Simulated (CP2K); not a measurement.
# GaN in CP2K: the effect of dispersion

The system is GaN.

```xyz
4
Lattice="3.1800 0.0000 0.0000 -1.5900 2.7540 0.0000 0.0000 0.0000 5.1660" Properties=species:S:1:pos:R:3 pbc="T T T"
Ga    1.5900    0.9180    2.5830
Ga    0.0000    1.8360    0.0000
N     1.5900    0.9180    4.5203
N     0.0000    1.8360    1.9373
```

Alike in all runs:

* Program: CP2K 2026.2
* Task: single point
* Functional: PBE
* Potentials or basis: POTENTIAL_UZH Ga GTH-PBE-q13, N GTH-PBE-q5; TZVP-MOLOPT-PBE-GTH basis
* Density cutoff: 6123 eV
* k mesh: 10 × 10 × 5
* Occupations: fermi-dirac, width 0.05 eV
* Spin: no spin polarisation

```tsv
dispersion	pressure (GPa)
none	?
D2	7.7
D3	6.3
D3(BJ)	5.6
D4	3.5
rVV10	7.9
D3(BJ)+ATM	6.0
```

**Question.** What does the run with dispersion none give?

**Answer.** Pressure 9.4 GPa.

Caveats: the basis of atomic orbitals isn't converged, which shifts pressures, moduli and gaps.
